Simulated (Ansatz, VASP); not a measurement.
SiC (Moissanite 3C) in VASP and in Ansatz

Contents of INCAR:

```
SYSTEM = SiC
ALGO     = Fast           ! electronic algorithm
EDIFF    = 1E-6           ! SCF threshold, eV
EDIFFG   = -0.01          ! ionic threshold
ENCUT    = 580            ! plane-wave cutoff, eV
GGA      = PE             ! functional
IBRION   = 2              ! ionic algorithm
ISIF     = 3              ! what is computed and relaxed
ISMEAR   = -1             ! smearing method
LASPH    = .TRUE.         ! aspherical terms in the spheres
LCHARG   = .FALSE.        ! write CHGCAR
LREAL    = .FALSE.        ! projectors in reciprocal space
LWAVE    = .FALSE.        ! write WAVECAR
NELM     = 100            ! most SCF steps
NSW      = 40             ! ionic steps
PREC     = Accurate       ! precision mode
SIGMA    = 0.05           ! smearing width, eV
```

KPOINTS

```
k-points
0
G
  10 10 10
  0 0 0
```

POSCAR

```
SiC
1.0
    0.0000000000      2.1790000000      2.1790000000
    2.1790000000      0.0000000000      2.1790000000
    2.1790000000      2.1790000000      0.0000000000
Si C
1 1
Direct
    0.0000000000      0.0000000000      0.0000000000
    0.7500000000      0.7500000000      0.7500000000
```

File input.yaml:

```yaml
crystal:
  lattice:
    - [0.0, 2.179, 2.179]
    - [2.179, 0.0, 2.179]
    - [2.179, 2.179, 0.0]
  atoms:
    - { symbol: Si, position: [0.0, 0.0, 0.0] }
    - { symbol: C, position: [0.75, 0.75, 0.75] }
hamiltonian:
  xc: pbe
  pseudopotentials: { kind: paw }
kpoints:
  mp_grid: { grid: [10, 10, 10] }
scf:
  occupations: { method: fermi_dirac, width: 0.05 }
output:
  forces: true
  stress: true
relax:
  f_tol: 0.01
  max_steps: 40
  cell: { stress_tol: 0.05 }
```

Alike in both runs: task relaxation of cell and atoms; functional PBE; k mesh 10 × 10 × 10; occupations fermi-dirac, width 0.05 eV; no spin polarisation.

|  | VASP | Ansatz |
| --- | --- | --- |
| version | VASP 6.6.1 | Ansatz 0.2.0 |
| potentials or method | VASP PAW PBE potentials, release 64 (Si, C) | Ansatz PAW |
| plane-wave cutoff (eV) | 580 | 420 |
| valence electrons in the cell | 8 | 8 |

Ansatz gave:

```
relaxed volume (Å³/atom)                                     : 10.50
relaxed cell length with the largest relative difference (Å) : 3.097
energy change over the relaxation (meV/atom)                 : -2
```

Problem. Which values does VASP return?

Solution. Relaxed volume (Å³/atom): 10.49; relaxed cell length with the largest relative difference (Å): 3.096; energy change over the relaxation (meV/atom): -1.

Caveats: the plane-wave basis is chosen anew once the cell has moved, so the energies of steps on either side of that aren't comparable (Ansatz). A k mesh can miss the band edges. A hybrid or GW would open this gap; PBE tends to underestimate it. Zero-point motion and thermal expansion aren't in these numbers.
